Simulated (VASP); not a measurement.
# PbO2 (Fm-3m) in VASP: notebook, part 2 of 2

VASP 6.6.1. Earlier steps stand in the parts before.

## Step 4: Single point, PBEsol

INCAR reads:

```
ADDGRID  = F            
ALGO     = Normal         # electronic algorithm
EDIFF    = 1E-7           # SCF threshold, eV
ENCUT    = 460            # plane-wave cutoff, eV
GGA      = PS             # functional
ISIF     = 2              # what is computed and relaxed
ISMEAR   = 0              # smearing method
LASPH    = T              # aspherical terms in the spheres
LCHARG   = F              # write CHGCAR
LREAL    = F              # projectors in reciprocal space
LWAVE    = F              # write WAVECAR
NELM     = 100            # most SCF steps
PREC     = Accurate       # precision mode
SIGMA    = 0.05           # smearing width, eV
```

KPOINTS reads:

```
k-points
0
Gamma
  11 11 11
```

POSCAR reads:

```
PbO2
1.0
    0.0000000000      2.7019920000      2.7019920000
    2.7019920000      0.0000000000      2.7019920000
    2.7019920000      2.7019920000      0.0000000000
Pb O
1 2
Direct
    0.0000000000      0.0000000000      0.0000000000
    0.7500000000      0.7500000000      0.7500000000
    0.2500000000      0.2500000000      0.2500000000
```

Potentials or basis: VASP PAW PBE potentials, release 64 (Pb, O).

Run with:

```console
> cat potpaw_PBE.64/Pb/POTCAR potpaw_PBE.64/O/POTCAR > POTCAR
> mpirun -np 1 vasp_std > vasp.out
```

OUTCAR:

```text
EDIFF = 1E-7
   ENCUT = 460
   GGA = PS
   ISIF = 2
   ISMEAR = 0
   LASPH = T
   LREAL = F
   NELM = 100
   PREC = Accurate

 Found     56 irreducible k-points:

 Following reciprocal coordinates:
            Coordinates               Weight
  0.000000  0.000000  0.000000      1.000000
  0.090909  0.000000  0.000000      8.000000
  0.181818  0.000000  0.000000      8.000000
  0.272727  0.000000  0.000000      8.000000
  0.363636  0.000000  0.000000      8.000000
  0.454545  0.000000  0.000000      8.000000
   k-points           NKPTS =     56   k-points in BZ     NKDIM =     56   number of bands    NBANDS=     12
   number of dos      NEDOS =    301   number of ions     NIONS =      3
   total plane-waves  NPLWV =  21952
   dimension x,y,z NGX =    28 NGY =   28 NGZ =   28
   dimension x,y,z NGXF=    56 NGYF=   56 NGZF=   56
   ions per type =               1   2
   NGX,Y,Z   is equivalent  to a cutoff of  12.18, 12.18, 12.18 a.u.
   NGXF,Y,Z  is equivalent  to a cutoff of  24.36, 24.36, 24.36 a.u.
 SYSTEM =  unknown system
   PREC   = accura    normal or accurate (medium, high low for compatibility)
   ISTART =      0    job   : 0-new  1-cont  2-samecut
   ICHARG =      2    charge: 1-file 2-atom 10-const
   ISPIN  =      1    spin polarized calculation?
[... 72 lines left out ...]
     10      10.5833      0.00000
     11      10.5833      0.00000
     12      10.5833      0.00000
[... 61 lines left out ...]
 k-point     6 :       0.4545    0.0000    0.0000
  band No.  band energies     occupation
      1     -13.1462      2.00000
      2     -12.6560      2.00000
      3      -2.8094      2.00000
      4       0.4770      2.00000
      5       0.9994      2.00000
      6       0.9994      2.00000
      7       2.3025      2.00000
      8       2.3025      2.00000
      9       6.2840      0.00000
     10      10.7441      0.00000
     11      13.0671      0.00000
     12      13.0671      0.00000

 [... further k-points ...]

------------------------ aborting loop because EDIFF is reached ----------------------------------------

  FORCE on cell =-STRESS in cart. coord.  units (eV):
  Direction    XX          YY          ZZ          XY          YZ          ZX
  --------------------------------------------------------------------------------------
  -------------------------------------------------------------------------------------
  Total       -1.8733867     -1.8733867     -1.8733867      0.0000000      0.0000000      0.0000000
  in kB      -76.0774307    -76.0774307    -76.0774307      0.0000000      0.0000000      0.0000000
  external PRESSURE =     -76.0774307 kB  Pullay stress =       0.0000000 kB

 VOLUME and BASIS-vectors are now :
 -----------------------------------------------------------------------------
  energy-cutoff  :      460.00
  volume of cell :       39.45
      direct lattice vectors                 reciprocal lattice vectors
     0.000000000  2.701992000  2.701992000    -0.185048660  0.185048660  0.185048660
     2.701992000  0.000000000  2.701992000     0.185048660 -0.185048660  0.185048660
     2.701992000  2.701992000  0.000000000     0.185048660  0.185048660 -0.185048660

 POSITION                                       TOTAL-FORCE (eV/Angst)
 -----------------------------------------------------------------------------------
      0.00000      0.00000      0.00000         0.000000      0.000000      0.000000
      4.05299      4.05299      4.05299        -0.000000      0.000000      0.000000
      1.35100      1.35100      1.35100         0.000000     -0.000000     -0.000000
 -----------------------------------------------------------------------------------
    total drift:                                0.000000      0.000000      0.000000

  FREE ENERGIE OF THE ION-ELECTRON SYSTEM (eV)
  ---------------------------------------------------
  free  energy   TOTEN  =       -17.0019245055 eV

  energy  without entropy=      -17.0009354795  energy(sigma->0) =      -17.00142999
```

OSZICAR:

```text
N       E                     dE             d eps       ncg     rms          rms(c)
DAV:   1     0.727098596134E+02    0.72710E+02   -0.73288E+03  1344   0.108E+03
DAV:   2    -0.146331653969E+02   -0.87343E+02   -0.79739E+02  1752   0.228E+02
DAV:   3    -0.194759318855E+02   -0.48428E+01   -0.47944E+01  1580   0.593E+01
DAV:   4    -0.195145228267E+02   -0.38591E-01   -0.38561E-01  1512   0.588E+00
DAV:   5    -0.195149461649E+02   -0.42334E-03   -0.42325E-03  1536   0.578E-01    0.194E+01
DAV:   6    -0.171026018630E+02    0.24123E+01   -0.73985E+00  1400   0.250E+01    0.954E+00
DAV:   7    -0.170341311242E+02    0.68471E-01   -0.43354E-01  1380   0.569E+00    0.290E+00
DAV:   8    -0.170048702060E+02    0.29261E-01   -0.31221E-02  1536   0.189E+00    0.776E-01
DAV:   9    -0.170014598031E+02    0.34104E-02   -0.55804E-03  1544   0.699E-01    0.323E-01
DAV:  10    -0.170019218462E+02   -0.46204E-03   -0.98589E-04  1464   0.251E-01    0.460E-02
DAV:  11    -0.170019203176E+02    0.15286E-05   -0.13941E-05  1560   0.321E-02    0.323E-02
DAV:  12    -0.170019240308E+02   -0.37132E-05   -0.15715E-05  1476   0.267E-02    0.332E-03
DAV:  13    -0.170019241388E+02   -0.10809E-06   -0.16169E-07  1324   0.350E-03    0.260E-03
DAV:  14    -0.170019245566E+02   -0.41776E-06   -0.15659E-07  1416   0.302E-03    0.435E-03
DAV:  15    -0.170019245055E+02    0.51083E-07   -0.16726E-08  1040   0.121E-03
   1 F= -.17001925E+02 E0= -.17001430E+02  d E =-.989026E-03
```

stdout:

```text
POSCAR found type information on POSCAR PbO
 POSCAR found :  2 types and       3 ions
 scaLAPACK will be used
 -----------------------------------------------------------------------------
|                                                                             |
|                                                                             |
|     You enforced a specific xc type in the INCAR file but a different       |
|     I HOPE YOU KNOW WHAT YOU ARE DOING!                                     |
|                                                                             |
 -----------------------------------------------------------------------------

 LDA part: xc-table for (Slater+PW92), standard interpolation
 POSCAR, INCAR and KPOINTS ok, starting setup
 FFT: planning ... GRIDC
 FFT: planning ... GRID_SOFT
 FFT: planning ... GRID
 WAVECAR not read
 entering main loop
```

Run time: 58 s. Hardware: 1 thread of AMD EPYC 7R43 (Zen 3), shared host; peak memory 0.13 GiB.

The run converged, but some of its settings lie outside the range that counts as converged, so its numbers aren't taken as properties of the crystal.

Results:

- Free energy: -17.0019 eV
- Pressure: -7.6 GPa
- Band gap on the k mesh: none (metal or under the smearing width)

Caveat: the cutoff is under 1.25 times the usual one of these potentials, so pressure, stress and relaxed cells hold a basis-set (Pulay) error; the PAW data sets were made with another functional, which shifts forces and pressure a little.

## Step 5: Relaxation of cell and atoms, r2SCAN

INCAR reads:

```
SYSTEM = PbO2
PREC     = Accurate       ! precision mode
ENCUT    = 600            ! plane-wave cutoff, eV
EDIFF    = 1E-6           ! SCF threshold, eV
ISMEAR   = -1             ! smearing method
SIGMA    = 0.05           ! smearing width, eV
LREAL    = .False.        ! projectors in reciprocal space
LASPH    = .True.         ! aspherical terms in the spheres
NELM     = 100            ! most SCF steps
ALGO     = Normal         ! electronic algorithm
ISIF     = 3              ! what is computed and relaxed
LWAVE    = .False.        ! write WAVECAR
LCHARG   = .False.        ! write CHGCAR
METAGGA  = R2SCAN         ! meta-GGA
LMIXTAU  = .True.       
IBRION   = 2              ! ionic algorithm
NSW      = 60             ! ionic steps
EDIFFG   = -0.005         ! ionic threshold
```

KPOINTS reads:

```
Automatic mesh
0
Gamma
  8 8 8
  0 0 0
```

POSCAR is that of step 4.

Potentials or basis: VASP PAW PBE potentials, release 64 (Pb_d, O).

Run with:

```console
> cat potpaw_PBE.64/Pb_d/POTCAR potpaw_PBE.64/O/POTCAR > POTCAR
> mpirun -np 1 vasp_std > vasp.out
```

It took 3.3 min on 1 thread of Intel Xeon Platinum 8488C (Sapphire Rapids), shared host; peak memory 0.22 GiB.

The run converged. Its results:

```yaml
Free_energy: -70.7884 eV
Relaxed_volume: 12.60 Å³/atom
Relaxed_cell: a = 3.767 Å, b = 3.767 Å, c = 3.767 Å, α = 60.00°, β = 60.00°, γ = 60.00°
Space_group_after_relaxing_to_0.05_Å: Fm-3m (No. 225)
Energy_gained_by_relaxing: 10.8 meV/atom
Ionic_steps: 3
Pressure_after_relaxing: 0.0 GPa
Band_gap_on_the_k_mesh: none (metal or under the smearing width)
```

The path:
```csv
step,energy change (eV),largest force (eV/Å),pressure (GPa),volume (Å³)
1,0.0000,0.0000,-6.01,39.45
2,-0.0155,0.0000,5.07,36.70
3,-0.0323,0.0000,-0.03,37.81
```

Final structure:
```yaml
crystal:
  lattice:
    - [0.00000, 2.66396, 2.66396]
    - [2.66396, 0.00000, 2.66396]
    - [2.66396, 2.66396, 0.00000]
  atoms:
    - { symbol: Pb, position: [0.00000, 0.00000, 0.00000] }
    - { symbol: O, position: [0.75000, 0.75000, 0.75000] }
    - { symbol: O, position: [0.25000, 0.25000, 0.25000] }
```

Levels at points of the mesh, in eV from the Fermi level:
```
           k point  band 11  band 12  band 13  band 14  band 15  band 16
(0.00, 0.00, 0.00)    -2.19    -1.40    -1.40    -1.40     7.67     7.67
(0.50, 0.00, 0.00)    -3.06    -1.60    -1.60     3.07     7.71    10.53
(0.50, 0.50, 0.00)    -0.37    -0.24    -0.24     2.08     7.08     9.80
```

Caveat: the PAW data sets were made with another functional, which shifts forces and pressure a little.

## Step 6: For comparison

An earlier run on the cell as given: functional PBE; potentials or basis VASP PAW PBE potentials, release 64 (Pb_d, O); cutoff 520 eV; k mesh 9 × 9 × 9; occupations fermi-dirac, width 0.05 eV; no spin polarisation.

* Pressure: 0.6 GPa
* Band gap on the k mesh: none (metal or under the smearing width)
